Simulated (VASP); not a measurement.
# CrO2 (P4_2/mnm) in VASP: band structure with PBE+U

Aim: the band structure of CrO2 with PBE+U.

Everything below comes from runs of VASP 6.6.1. Logs are shortened: lines on timing, memory, paths and dates and some standing lists are left out, and cuts for length are marked.

## (1) The crystal as given

It takes space group P4_2/mnm (No. 136, tetragonal). Conventional cell: a = 4.423 Å, b = 4.423 Å, c = 2.918 Å, α = 90.00°, β = 90.00°, γ = 90.00°. Around Cr (site symmetry mmm) lie 6 O at 1.88 to 1.92 Å. O (site symmetry m2m) is surrounded by 3 Cr at 1.88 to 1.92 Å.

## (2) Band structure, PBE+U, collinear spin, ferromagnetic start

Input file INCAR:

```
SYSTEM = CrO2
ALGO = Normal
EDIFF = 1E-7
ENCUT = 520
GGA = PE
ISIF = 2
ISMEAR = -1
ISPIN = 2
LASPH = .TRUE.
LCHARG = .FALSE.
LDAU = .TRUE.
LDAUJ = 0 0
LDAUL = 2 -1
LDAUPRINT = 1
LDAUTYPE = 2
LDAUU = 2 0
LMAXMIX = 4
LORBIT = 11
LREAL = .FALSE.
LWAVE = .FALSE.
MAGMOM = 3 3 0 0 0 0
NBANDS = 37
NELM = 120
PREC = Accurate
SIGMA = 0.05
```

Input file KPOINTS:

```
k-points
0
G
  8 8 12
  0 0 0
```

Input file POSCAR:

```
CrO2
1.0
    4.4230000000      0.0000000000      0.0000000000
    0.0000000000      4.4230000000      0.0000000000
    0.0000000000      0.0000000000      2.9180000000
Cr O
2 4
Direct
    0.0000000000      0.0000000000      0.0000000000
    0.5000000000      0.5000000000      0.5000000000
    0.3010000000      0.3010000000      0.0000000000
    0.1990000000      0.8010000000      0.5000000000
    0.6990000000      0.6990000000      0.0000000000
    0.8010000000      0.1990000000      0.5000000000
```

Input file KPOINTS_OPT:

```
path GXMGZRAZ,XR,MA
20
line-mode
reciprocal
 0.0000000000  0.0000000000  0.0000000000  G
 0.0000000000  0.5000000000  0.0000000000  X

 0.0000000000  0.5000000000  0.0000000000  X
 0.5000000000  0.5000000000  0.0000000000  M

 0.5000000000  0.5000000000  0.0000000000  M
 0.0000000000  0.0000000000  0.0000000000  G

 0.0000000000  0.0000000000  0.0000000000  G
 0.0000000000  0.0000000000  0.5000000000  Z

 0.0000000000  0.0000000000  0.5000000000  Z
 0.0000000000  0.5000000000  0.5000000000  R

 0.0000000000  0.5000000000  0.5000000000  R
 0.5000000000  0.5000000000  0.5000000000  A

 0.5000000000  0.5000000000  0.5000000000  A
 0.0000000000  0.0000000000  0.5000000000  Z

 0.0000000000  0.5000000000  0.0000000000  X
 0.0000000000  0.5000000000  0.5000000000  R

 0.5000000000  0.5000000000  0.0000000000  M
 0.5000000000  0.5000000000  0.5000000000  A
```

Potentials or basis: VASP PAW PBE potentials, release 64 (Cr_pv, O).

Command:

```console
$ cat potpaw_PBE.64/Cr_pv/POTCAR potpaw_PBE.64/O/POTCAR > POTCAR
$ mpirun -np 1 vasp_std > vasp.out
```

OUTCAR:

```text
SYSTEM = CrO2
   EDIFF = 1E-7
   ENCUT = 520
   GGA = PE
   ISIF = 2
   ISMEAR = -1
   ISPIN = 2
   LASPH = .TRUE.
   LORBIT = 11
   LREAL = .FALSE.
   NELM = 120
   PREC = Accurate

 ion  position               nearest neighbor table
   1  0.000  0.000  0.000-   3 1.88   5 1.88   4 1.92   6 1.92   4 1.92   6 1.92
   2  0.500  0.500  0.500-   4 1.88   6 1.88   5 1.92   3 1.92   3 1.92   5 1.92
   3  0.301  0.301  0.000-   1 1.88   2 1.92   2 1.92
   4  0.199  0.801  0.500-   2 1.88   1 1.92   1 1.92
   5  0.699  0.699  0.000-   1 1.88   2 1.92   2 1.92
   6  0.801  0.199  0.500-   2 1.88   1 1.92   1 1.92

  LATTYP: Found a simple tetragonal cell.
 ALAT       =     4.4230000000
 C/A-ratio  =     0.6597332128

  Lattice vectors:

 A1 = (   4.4230000000,   0.0000000000,   0.0000000000)
 A2 = (   0.0000000000,   4.4230000000,   0.0000000000)
 A3 = (   0.0000000000,   0.0000000000,   2.9180000000)

Analysis of symmetry for initial positions (statically):
=====================================================================
 Subroutine PRICEL returns:
 Original cell was already a primitive cell.

 Routine SETGRP: Setting up the symmetry group for a
 simple tetragonal supercell.

 Subroutine GETGRP returns: Found 16 space group operations
 (whereof  8 operations were pure point group operations)
 out of a pool of 16 trial point group operations.

The static configuration has the point symmetry D_2h.
 The point group associated with its full space group is D_4h.

Analysis of symmetry for dynamics (positions and initial velocities):
=====================================================================
 Subroutine PRICEL returns:
 Original cell was already a primitive cell.

 Routine SETGRP: Setting up the symmetry group for a
 simple tetragonal supercell.

 Subroutine GETGRP returns: Found 16 space group operations
 (whereof  8 operations were pure point group operations)
 out of a pool of 16 trial point group operations.

The dynamic configuration has the point symmetry D_2h.
 The point group associated with its full space group is D_4h.

Analysis of structural, dynamic, and magnetic symmetry:
=====================================================================
 Subroutine PRICEL returns:
 Original cell was already a primitive cell.

 Routine SETGRP: Setting up the symmetry group for a
 simple tetragonal supercell.
[... 218 lines left out ...]
  o =  0.5313  v = -0.0000  0.0000 -0.0000  0.0000  1.0000  0.0000  0.0000  0.0000  0.0000  0.0000      0.0000  0.0000  0.0000  0.0000  0.0000  0.0000  0.0000  0.0000  0.0000  0.0000
  o =  0.8114  v = -0.0000 -0.7071  0.0000  0.7071 -0.0000  0.0000  0.0000  0.0000  0.0000  0.0000      0.0000  0.0000  0.0000  0.0000  0.0000  0.0000  0.0000  0.0000  0.0000  0.0000
  o =  0.9422  v = -0.5503  0.0000  0.8349 -0.0000 -0.0000  0.0000  0.0000  0.0000  0.0000  0.0000      0.0000  0.0000  0.0000  0.0000  0.0000  0.0000  0.0000  0.0000  0.0000  0.0000

 number of electron      48.0000028 magnetization       4.0000181

 Free energy of the ion-electron system (eV)
  ---------------------------------------------------
  ext. energy  EPLUGINS =         0.00000000
  ---------------------------------------------------
  free energy    TOTEN  =       -46.95767324 eV

  energy without entropy =      -46.95067714  energy(sigma->0) =      -46.95417519

 E-fermi :   5.4458     XC(G=0): -11.8987

 val. band max:        5.4427255555   @ k =   0.5000   0.5000   0.5000
 cond. band min:       5.4582626595   @ k =   0.3750   0.3750   0.5000
 fundamental gap:      0.0155371040
 Fermi energy:         5.4458440860

 spin component 1

 k-point     1 :       0.0000    0.0000    0.0000
  band No.  band energies     occupation
      1     -39.4154      1.00000
      2     -39.4154      1.00000
      3     -39.3190      1.00000
      4     -39.3190      1.00000
      5     -39.1586      1.00000
      6     -39.1446      1.00000
[... 1865 lines left out ...]
     35      16.0786      0.00000
     36      16.0786      0.00000

 [... further k-points ...]

 [bands above 36 left out]

------------------------ aborting loop because EDIFF is reached ----------------------------------------

  FORCE on cell =-STRESS in cart. coord.  units (eV):
  Direction    XX          YY          ZZ          XY          YZ          ZX
  --------------------------------------------------------------------------------------
  -------------------------------------------------------------------------------------
  Total        2.2736915      2.2736915      2.9532537     -0.0000000      0.0000000      0.0000000
  in kB       63.8150256     63.8150256     82.8880975     -0.0000000      0.0000000      0.0000000
  external PRESSURE =      70.1727162 kB  Pullay stress =       0.0000000 kB

 VOLUME and BASIS-vectors are now :
 -----------------------------------------------------------------------------
  energy-cutoff  :      520.00
  volume of cell :       57.08
      direct lattice vectors                 reciprocal lattice vectors
     4.423000000  0.000000000  0.000000000     0.226090889  0.000000000  0.000000000
     0.000000000  4.423000000  0.000000000     0.000000000  0.226090889  0.000000000
     0.000000000  0.000000000  2.918000000     0.000000000  0.000000000  0.342700480

 POSITION                                       TOTAL-FORCE (eV/Angst)
 -----------------------------------------------------------------------------------
      0.00000      0.00000      0.00000        -0.000000      0.000000      0.000000
      2.21150      2.21150      1.45900        -0.000000      0.000000      0.000000
      1.33132      1.33132      0.00000         0.069622      0.069622     -0.000000
      0.88018      3.54282      1.45900        -0.069622      0.069622     -0.000000
      3.09168      3.09168      0.00000        -0.069622     -0.069622      0.000000
      3.54282      0.88018      1.45900         0.069622     -0.069622      0.000000
 -----------------------------------------------------------------------------------
    total drift:                                0.000000      0.000000      0.000000

  FREE ENERGIE OF THE ION-ELECTRON SYSTEM (eV)
  ---------------------------------------------------
  free  energy   TOTEN  =       -46.9576732438 eV

  energy  without entropy=      -46.9506771362  energy(sigma->0) =      -46.95417519

 total charge

# of ion       s       p       d       tot
------------------------------------------
    1        0.370   6.469   3.998  10.838
    2        0.370   6.469   3.998  10.838
    3        1.572   3.472   0.000   5.044
    4        1.572   3.472   0.000   5.044
    5        1.572   3.472   0.000   5.044
    6        1.572   3.472   0.000   5.044
--------------------------------------------------
tot          7.027  26.826   7.997  41.850

 magnetization (x)

# of ion       s       p       d       tot
------------------------------------------
    1        0.026   0.034   2.202   2.262
    2        0.026   0.034   2.202   2.262
    3       -0.005  -0.136   0.000  -0.141
    4       -0.005  -0.136   0.000  -0.141
    5       -0.005  -0.136   0.000  -0.141
    6       -0.005  -0.136   0.000  -0.141
--------------------------------------------------
tot          0.034  -0.476   4.404   3.962
```

OSZICAR:

```text
N       E                     dE             d eps       ncg     rms          rms(c)
DAV:   1     0.594329570285E+03    0.59433E+03   -0.26006E+04 15540   0.147E+03
DAV:   2    -0.115076455494E+02   -0.60584E+03   -0.55817E+03 16414   0.450E+02
DAV:   3    -0.612449257732E+02   -0.49737E+02   -0.48838E+02 17178   0.141E+02
[... 28 lines left out ...]
DAV:   1     0.634474501031E+05   -0.12583E+06    11100
DAV:   2     0.226126564694E+05   -0.40835E+05    12186
DAV:   3     0.196485569128E+05   -0.29641E+04    12568
DAV:   4     0.195997733410E+05   -0.48784E+02    12293
DAV:   5     0.195992359087E+05   -0.53743E+00    11978
DAV:   6     0.195992290202E+05   -0.68885E-02    12371
DAV:   7     0.195992288538E+05   -0.16641E-03    12110
DAV:   8     0.195992288488E+05   -0.49932E-05    10838
DAV:   9     0.195992288487E+05   -0.14774E-06     8049
DAV:  10     0.195992288486E+05   -0.28725E-07     7578
```

stdout:

```text
POSCAR found type information on POSCAR CrO
 POSCAR found :  2 types and       6 ions
 scaLAPACK will be used
 LDA part: xc-table for (Slater+PW92), standard interpolation
 POSCAR, INCAR and KPOINTS ok, starting setup
 FFT: planning ... GRIDC
 FFT: planning ... GRID_SOFT
 FFT: planning ... GRID
 WAVECAR not read
 entering main loop
 Start KPOINTS_OPT (optional k-point list driver)
k-point batch [1-105\180]
k-point batch [106-180\180]
```

Wall time 21 min (1 thread of AMD EPYC 7R43 (Zen 3), shared host); peak memory 0.57 GiB.

What came out:

```yaml
Free_energy: -46.9577 eV
Pressure: 7.0 GPa
Largest_force: 0.098 eV/Å
Band_gap_along_the_path: none (metal or under the smearing width)
Net_moment: 4.00 μB per cell
Site_moments: Cr +2.26; O -0.14 μB
Valence_electrons_inside_the_program's_atomic_spheres: Cr 10.84; O 5.04
```

Forces on the atoms (eV/Å):
```
Cr   0.000  0.000  0.000
Cr   0.000  0.000  0.000
O    0.070  0.070  0.000
O   -0.070  0.070  0.000
O   -0.070 -0.070  0.000
O    0.070 -0.070  0.000
```

Eigenvalues of the final occupation matrices:
```tsv
site	spin	trace	eigenvalues
site 1 d	1	3.12	0.40 0.44 0.53 0.81 0.94
site 1 d	2	0.92	0.07 0.10 0.12 0.31 0.32
site 2 d	1	3.12	0.40 0.44 0.53 0.81 0.94
site 2 d	2	0.92	0.07 0.10 0.12 0.31 0.32
```

Caveat: only a ferromagnetic start was run, and an antiferromagnetic order may lie lower in energy. The state reached can hang on the start; a lower one may exist.
